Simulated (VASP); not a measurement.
Set up this calculation in VASP 6.6.1, as the native input.

- Task: relaxation of cell and atoms
- Functional: PBEsol
- Potentials or basis: VASP PAW PBE potentials, release 64 (Al, N)
- Cutoff: 600 eV
- k mesh: 10 × 10 × 10
- Occupations: gaussian, width 0.03 eV
- Spin: no spin polarisation
- Further INCAR settings: ALGO = Normal; EDIFF = 1e-06; IBRION = 2; EDIFFG = -0.01; NSW = 90; ISIF = 3

The structure of AlN lies in POSCAR:

```
AlN
1.0
    0.0000000000      2.1839935596      2.1839935596
    2.1839935596      0.0000000000      2.1839935596
    2.1839935596      2.1839935596      0.0000000000
Al N
1 1
Direct
    0.0000000000      0.0000000000      0.0000000000
    0.7500000000      0.7500000000      0.7500000000
```

Measurements of this composition are mostly on another form, of space group No. 186.

These files were run (other wordings do the same):

INCAR

```
SYSTEM = AlN
PREC = Accurate ; ENCUT = 600
EDIFF = 1E-6 ; ISMEAR = 0
SIGMA = 0.03 ; LREAL = .FALSE.
LASPH = .TRUE. ; NELM = 80
ALGO = Normal ; ISIF = 3
LWAVE = .FALSE. ; LCHARG = .FALSE.
GGA = PS ; IBRION = 2
NSW = 90 ; EDIFFG = -0.01
KPAR = 8
```

KPOINTS

```
regular mesh
0
G
  10 10 10
  0 0 0
```

Potentials or basis: VASP PAW PBE potentials, release 64 (Al, N).

Launch:

```console
$ cat potpaw_PBE.64/Al/POTCAR potpaw_PBE.64/N/POTCAR > POTCAR
$ mpirun -np 8 vasp_std > vasp.out
```

It gave:

```yaml
Relaxed_volume: 10.48 Å³/atom
Relaxed_cell: a = 3.095 Å, b = 3.095 Å, c = 3.095 Å, α = 60.00°, β = 60.00°, γ = 60.00°
Space_group_after_relaxing_to_0.05_Å: F-43m (No. 216)
Energy_gained_by_relaxing: 0.2 meV/atom
Ionic_steps: 3
Pressure_after_relaxing: 0.0 GPa
Band_gap_on_the_k_mesh: 3.18 eV, indirect (least direct gap 4.08 eV)
```

Caveat: the PAW data sets were made with another functional, which shifts forces and pressure a little.

It took 5.1 s on 8 MPI ranks on Intel(R) Xeon(R) Platinum 8488C (Sapphire Rapids), with other jobs on the host, peak memory 0.17 GiB a rank.
